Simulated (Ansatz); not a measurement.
## PbSe: moving Se off its site

PbSe, Fm-3m, a = 6.124 Å (as given, not relaxed at this level: 1.4 GPa). Ansatz: r2SCAN, PAW, 500 eV, Γ-centred 10×10×10 mesh on 2 atoms, Gaussian smearing 0.05 eV; no spin polarisation.

```xyz
2
Lattice="0.0000 3.0621 3.0621 3.0621 0.0000 3.0621 3.0621 3.0621 0.0000" Properties=species:S:1:pos:R:3 pbc="T T T"
Pb    0.0000    0.0000    0.0000
Se    3.0621    3.0621    3.0621
```

Atom 2 (Se) moves by x along the unit vector (1.000, 0.000, 0.000), with its periodic images; all else is held. y is the free energy of the cell over the start, F the force along the path summed over the moved atoms. Symmetry makes y even in x.

```
  x (Å) y (meV) F (eV/Å)
-0.3000        ?         ?
-0.1500     6.78      0.11
 0.0000     0.00      0.00
 0.0375     0.32     -0.02
 0.0750     1.35     -0.04
 0.1125     3.36     -0.07
 0.1875    12.17     -0.18
 0.2250    20.24     -0.26
 0.2625    31.81     -0.36
```

Problem. Fit y = c2 x² + c4 x⁴ to the energies of the other rows, give the force constant, and predict energy and force of the missing row.

Solution. Least squares on the rows shown. y = 224.72 x² + 3442.9 x⁴. The force constant is 2 c2 = 0.449 eV/Å² (for all images moving together, not for a lone atom). With two atoms in a cubic cell this is the optical mode at Γ without the LO field: ω = 521.5 √(2 c2/μ) = 46 cm⁻¹ for μ = 57.18 u. The force −dy/dx at the missing row is 0.51 eV/Å (computed 0.50). At x = -0.3000 the fit asked for gives 48.11 meV. The run gave 47.84 meV, so the fit is 0.27 meV too high, a small miss on the scale of the series.

Spin–orbit coupling is left out, which can shift energies with elements as heavy as these.